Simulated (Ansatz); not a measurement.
Nb in several cubic structure types, each at its own equilibrium volume.

Theory: PBE, plane waves, PAW datasets (generated hard set) in Ansatz 0.2.0 development build.

Settings: cutoff 700 eV; no spin polarisation; Fermi–Dirac smearing of 0.0612 eV; k-meshes 16³ (diamond), 22³ (fcc).

Rank the structures by energy per atom, lowest first.
A. diamond
B. fcc

B (0.0 meV/atom), A (2208 meV/atom).

Give the equilibrium volume and bulk modulus of each.


```csv
structure,V₀ (Å³/atom),B₀ (GPa)
diamond,25.77,67
fcc,18.77,164
```

Only these cubic types are compared here; the real ground state can be another structure or magnetic.

Model structures, not the usual forms at ambient conditions (metastable or hypothetical): Nb (diamond type), Nb (fcc type). The k-mesh is modest, so these values aren't fully converged in k.
